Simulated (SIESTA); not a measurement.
# Sn under changes of volume

One of the cells (27.205 Å³/atom); the others are scaled copies at fixed shape and fractional positions:

```
Sn
1.0
    -1.89465    1.89465    1.89465
     1.89465   -1.89465    1.89465
     1.89465    1.89465   -1.89465
Sn
1
Direct
  0.00000 0.00000 0.00000
```

This isn't the form of Sn at room conditions, which is tetragonal (white tin).

- Program: SIESTA 5.4.2
- Functional: LDA
- Potentials or basis: PseudoDojo 0.4 standard (LDA files)
- Basis: DZP (energy shift 0.003 Ry; two zetas on semicore shells)
- Grid cutoff: 500 Ry
- Energy shift: 0.003 Ry
- k mesh: 10 × 10 × 10
- Occupations: fermi-dirac, width 0.05 eV
- Spin: no spin polarisation

| volume (Å³/atom) | energy over the lowest point (meV/atom) | pressure (GPa) |
| --- | --- | --- |
| 25.573 | 0.00 | 0.5 |
| 26.117 | ? | ? |
| 26.661 | 4.33 | -1.6 |
| 27.205 | 11.48 | -2.5 |
| 27.749 | 21.42 | -3.3 |
| 28.293 | 33.93 | -4.0 |
| 28.837 | 48.61 | -4.6 |

**Question.** What does the run at 26.117 Å³/atom give?

**Answer.** Energy over the lowest point 0.39 meV/atom; pressure -0.6 GPa.

Worked out: A Birch-Murnaghan fit of order 3 (a polynomial in V^(-2/3)) to the other rows has its minimum at 25.79 Å³/atom with B0 = V·E''(V) = 54 GPa and B' = 4.7. It gives 0.37 meV/atom at 26.117 Å³/atom, against the run's 0.39, and -dE/dV = -0.7 GPa, against -0.6.

Energies are extrapolated to zero smearing.

Caveats: the basis of atomic orbitals isn't converged, which shifts pressures, moduli and gaps.
